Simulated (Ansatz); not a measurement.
All numbers below come from DFT PBE, scalar-relativistic, plane waves, PAW in Ansatz 0.2.0. All cells share a 420 eV cutoff and Γ-centred k meshes spaced at most about 0.3 Å⁻¹ (about 0.25 or finer for metals, 2π included). No spin polarisation.

Each guess is relaxed in cell and atoms at zero pressure, on a coarse mesh first where it starts far from rest and then on a converged one. The steps can't lower the symmetry of the start, but it can rise. Energies are static (0 K, no zero-point motion).

Two unrelaxed guesses for TaAs:

A.

```xyz
4
Lattice="4.4140 0.0000 0.0000 0.0000 4.4140 0.0000 0.0000 0.0000 6.2423" Properties=species:S:1:pos:R:3 pbc="T T T"
Ta    0.0000    0.0000    0.0000
Ta    2.2070    2.2070    0.0000
As    2.2070    0.0000    4.6817
As    0.0000    2.2070    1.5606
```

B.

```xyz
2
Lattice="3.5245 0.0000 0.0000 -1.7623 3.0523 0.0000 0.0000 0.0000 3.3952" Properties=species:S:1:pos:R:3 pbc="T T T"
Ta    0.0000    2.0349    1.6976
As    0.0000    0.0000    0.0000
```

Question: Which guess leads to the lower structure, and by how much?

Answer: B ends lower, by 0.65 eV/atom. A: P4/nmm at 30.4 Å³/atom → P4/nmm (anti-litharge type) at 26.4 Å³/atom; B: P-6m2 at 18.3 Å³/atom → P-6m2 (tungsten carbide type) at 17.6 Å³/atom. Counting As atoms around Ta (those within 1.25 times the shortest such distance or 1.15 times the sum of covalent radii), the end of A has Ta 4 and the end of B has Ta 6. End of A. Conventional cell: a = 4.182 Å, c = 6.043 Å. Ta has 4 As at 2.60 Å and 4 Ta at 2.96 Å; around As lie 4 Ta at 2.60 Å. End of B. Conventional cell: a = 3.414 Å, c = 3.484 Å. Around Ta lie 6 As at 2.63 Å; As has 6 Ta at 2.63 Å.

Ends held by symmetry can be saddle points. Neither end is the lowest form computed: that has space group I4_1md (No. 109), is reached from a Materials Project cell and lies 1 meV/atom below the better end. Weakly bound directions are ill-defined at this level, which has no dispersion term (P4/nmm), and this can change margins and order among such cells. Spin–orbit coupling, which can matter for Ta, is left out. Some candidate types were left out of the draw beforehand, so a known form may be missing.
